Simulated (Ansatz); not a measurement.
## How AlN absorbs and reflects light: ground state and bands

Ansatz 0.2.0; DFT, PBE, plane-wave PAW, default files, scalar-relativistic, ground state.

First the ground state: is it a metal or has it a gap?

The database entry behind the starting cell differs from later determinations by our own check (inner coordinate u about 0.002 short), so it need not match the best structure at ambient conditions.

File input.yaml:

```yaml
crystal:
  lattice:
    - [3.113, 0.0, 0.0]
    - [-1.5565, 2.695937082, 0.0]
    - [0.0, 0.0, 4.981]
  atoms:
    - { symbol: Al, position: [0.6666666667, 0.3333333333, 0.5] }
    - { symbol: Al, position: [0.3333333333, 0.6666666667, 0.0] }
    - { symbol: "N", position: [0.6666666667, 0.3333333333, 0.88] }
    - { symbol: "N", position: [0.3333333333, 0.6666666667, 0.38] }
kpoints:
  mp_grid: { grid: [8, 8, 5] }
  band_path:
    path:
      - [[0.0, 0.0, 0.0], [0.5, 0.0, 0.0], [0.33333333, 0.33333333, 0.0], [0.0, 0.0, 0.0], [0.0, 0.0, 0.5], [0.5, 0.0, 0.5], [0.33333333, 0.33333333, 0.5], [0.0, 0.0, 0.5]]
      - [[0.5, 0.0, 0.5], [0.5, 0.0, 0.0]]
      - [[0.33333333, 0.33333333, 0.0], [0.33333333, 0.33333333, 0.5]]
    npoints: 6
scf:
  occupations: { method: fermi_dirac, width: 0.05 }
  n_extra_bands: 8
hamiltonian:
  xc: pbe
  pseudopotentials: { kind: paw }
output:
  forces: true
  stress: true
  populations: true
  write_bands: true
  write_density: true
  write_potential: true
  elf: true
  volumetric_format: npy
```

Started as:

```sh
$ ansatz run input.yaml --threads 4 --pin off --max-ram 8192MiB --backend cpu --events-out ev --progress --plain --runs-dir out
```

**Question.** What does this run give for the electronic bands?

The 16 valence electrons fill 8 bands exactly, which allows a gap.

Valence density in the ac plane at fractional y = 0.333, with atoms of Al and N within 0.2 Å of it. It is the smooth field of the valence electrons, not physical close to the nuclei.

Electrostatic potential energy in the ac plane at fractional y = 0.333, with atoms of Al and N within 0.2 Å of it. With pseudopotentials it is smooth inside the atoms' cores, unlike the true potential.

This step gave:

| Item | Value |
| --- | --- |
| gap on the k-mesh | 4.213 eV |
| volume | 41.80 Å³ |
| gap on the path | 4.213 eV |
| least direct gap on the path | 4.213 eV |

The electronic bands at the labelled points (eV, zero at the Fermi level; v1 is the highest filled band, c1 the lowest empty one):

| point | v4 | v3 | v2 | v1 | c1 | c2 | c3 | c4 |
| --- | --- | --- | --- | --- | --- | --- | --- | --- |
| Γ | -2.96 | -2.31 | -2.31 | -2.13 | 2.09 | 4.54 | 8.48 | 9.05 |
| halfway | -4.55 | -3.66 | -2.56 | -2.51 | 4.08 | 5.50 | 5.97 | 7.92 |
| M | -5.45 | -4.18 | -3.89 | -2.78 | 3.69 | 3.71 | 6.08 | 8.17 |
| halfway | -5.20 | -5.09 | -3.98 | -3.62 | 3.40 | 5.03 | 6.76 | 7.95 |
| K | -5.88 | -4.54 | -4.49 | -4.49 | 2.94 | 6.24 | 7.56 | 7.56 |
| halfway | -5.47 | -3.79 | -2.99 | -2.71 | 4.72 | 5.34 | 6.43 | 7.01 |
| Γ | -2.96 | -2.31 | -2.31 | -2.13 | 2.09 | 4.54 | 8.48 | 9.05 |
| halfway | -2.87 | -2.87 | -2.41 | -2.41 | 3.04 | 4.66 | 8.16 | 9.01 |
| A | -2.64 | -2.64 | -2.64 | -2.64 | 4.34 | 4.34 | 8.22 | 8.22 |
| halfway | -3.70 | -3.70 | -3.13 | -3.13 | 4.42 | 4.42 | 7.39 | 7.39 |
| L | -3.56 | -3.56 | -3.47 | -3.47 | 3.21 | 3.21 | 7.17 | 7.17 |
| halfway | -4.84 | -4.84 | -3.04 | -3.04 | 4.06 | 4.06 | 7.11 | 7.11 |
| H | -5.95 | -5.95 | -2.90 | -2.90 | 5.31 | 5.31 | 5.74 | 5.74 |
| halfway | -3.93 | -3.93 | -3.32 | -3.32 | 4.61 | 4.61 | 7.37 | 7.37 |
| A | -2.64 | -2.64 | -2.64 | -2.64 | 4.34 | 4.34 | 8.22 | 8.22 |
| jump to L | -3.56 | -3.56 | -3.47 | -3.47 | 3.21 | 3.21 | 7.17 | 7.17 |
| halfway | -4.67 | -4.01 | -3.31 | -3.03 | 2.96 | 3.79 | 7.24 | 7.34 |
| M | -5.45 | -4.18 | -3.89 | -2.78 | 3.69 | 3.71 | 6.08 | 8.17 |
| jump to K | -5.88 | -4.54 | -4.49 | -4.49 | 2.94 | 6.24 | 7.56 | 7.56 |
| halfway | -6.53 | -5.03 | -3.59 | -3.59 | 3.78 | 6.10 | 6.56 | 6.56 |
| H | -5.95 | -5.95 | -2.90 | -2.90 | 5.31 | 5.31 | 5.74 | 5.74 |

Values in e/Å³, 22 rows by 16 columns, each cell a mean:
```
0.4 0.2 0.2 0.2 0.2 0.3 0.5 0.9 1.5 2.3 2.8 2.9 2.5 1.7 1.0 0.6
0.4 0.3 0.2 0.2 0.2 0.4 0.6 1.1 2.0 3.1 3.6 3.6 3.4 2.4 1.3 0.7
0.4 0.2 0.2 0.2 0.2 0.3 0.6 1.1 2.1 3.2 3.6 3.6 3.4 2.5 1.4 0.7
0.3 0.2 0.1 0.1 0.2 0.3 0.5 0.9 1.6 2.6 3.2 3.3 2.9 1.9 1.1 0.6
0.2 0.2 0.1 0.1 0.1 0.2 0.3 0.6 1.1 1.7 2.2 2.2 1.9 1.2 0.7 0.4
0.2 0.1 0.1 0.1 0.1 0.2 0.2 0.4 0.6 0.9 1.2 1.2 1.0 0.7 0.5 0.3
0.1 0.1 0.1 0.1 0.1 0.1 0.2 0.3 0.4 0.5 0.6 0.6 0.6 0.4 0.3 0.2
0.1 0.1 0.1 0.1 0.1 0.1 0.2 0.2 0.2 0.3 0.3 0.3 0.3 0.3 0.2 0.2
0.2 0.1 0.1 0.1 0.1 0.2 0.2 0.2 0.1 0.1 0.1 0.1 0.1 0.1 0.2 0.2
0.2 0.2 0.2 0.2 0.2 0.2 0.2 0.2 0.1 0.1 0.1 0.1 0.1 0.1 0.1 0.2
0.3 0.3 0.3 0.3 0.3 0.3 0.3 0.2 0.1 0.1 0.1 0.1 0.1 0.1 0.2 0.2
0.4 0.4 0.5 0.5 0.4 0.4 0.3 0.3 0.2 0.1 0.1 0.1 0.1 0.1 0.2 0.3
0.4 0.5 0.5 0.5 0.5 0.5 0.4 0.3 0.2 0.1 0.1 0.1 0.1 0.2 0.3 0.3
0.4 0.5 0.5 0.5 0.5 0.4 0.4 0.3 0.2 0.1 0.1 0.1 0.1 0.2 0.3 0.3
0.3 0.4 0.4 0.5 0.4 0.4 0.3 0.2 0.2 0.1 0.1 0.1 0.1 0.2 0.2 0.3
0.2 0.3 0.3 0.3 0.3 0.3 0.2 0.2 0.1 0.1 0.1 0.1 0.1 0.1 0.2 0.2
0.2 0.2 0.2 0.2 0.2 0.2 0.2 0.1 0.1 0.1 0.1 0.1 0.1 0.1 0.1 0.1
0.1 0.2 0.2 0.2 0.2 0.1 0.1 0.1 0.1 0.1 0.1 0.1 0.1 0.1 0.1 0.1
0.1 0.1 0.1 0.1 0.1 0.1 0.1 0.1 0.1 0.1 0.2 0.2 0.1 0.1 0.1 0.1
0.2 0.1 0.1 0.1 0.1 0.1 0.2 0.2 0.2 0.3 0.3 0.3 0.3 0.2 0.2 0.2
0.2 0.2 0.1 0.1 0.1 0.2 0.3 0.3 0.4 0.6 0.6 0.6 0.6 0.5 0.4 0.3
0.3 0.2 0.1 0.1 0.2 0.3 0.4 0.6 0.8 1.1 1.4 1.5 1.2 0.9 0.6 0.4
```
Atoms in or near the plane, at fractional coordinates: Al at (0.67, 0.50), N at (0.67, 0.88).

Ten even steps from '_' (-39 eV) to '@' (10 eV):
```
%%%%######%%%%%%**::____..++%%@@
%%%%%%%%%%%%@@##--________::**@@
@@@@%%%%%%@@@@##::________..**@@
@@@@@@@@@@@@@@%%--________::##@@
@@@@@@@@@@@@@@@@**::____..++%%@@
@@@@@@@@@@@@@@@@%%**++++**%%@@@@
@@@@@@@@@@@@@@@@@@%%%%%%%%@@@@@@
@@@@@@@@@@@@@@@@%%########%%%%@@
@@@@@@@@@@@@@@%%##**********##%%
@@@@@@@@@@@@%%##**************##
%%@@@@@@@@@@##****##%%%%##****##
%%@@@@@@@@%%##****%%%%%%%%##****
%%@@@@@@@@%%##****%%%%%%%%##****
%%@@@@@@@@@@##****##%%%%##****##
@@@@@@@@@@@@%%##**************%%
@@@@@@@@@@@@@@%%##**++++****##%%
@@@@@@@@@@@@@@@@%%########%%%%@@
@@@@@@@@@@@@@@@@@@%%%%%%%%@@@@@@
@@@@@@@@@@@@@@@@@@@@@@@@@@@@@@@@
@@@@@@@@@@@@@@@@@@@@@@@@@@@@@@@@
@@@@@@@@@@@@@@@@@@@@@@@@@@@@@@@@
@@%%%%%%%%@@@@@@@@@@@@@@@@@@@@@@
%%%%####%%%%@@@@@@@@@@@@@@@@@@@@
%%########%%%%@@@@@@@@@@@@@@@@@@
%%########%%%%@@%%##++++**%%@@@@
```
Atoms in or near the plane, at fractional coordinates: Al at (0.67, 0.50), N at (0.67, 0.88).

[Logs are printed without paths, hosts, clocks, repeated set-up lines and the standing remarks that a program may print on its own settings, such as how far it seeks lower states.]

[Hosts, paths, dates, database ids (printed as entryN), source tags and the programs' standing remarks are cut or masked in the printed files.]
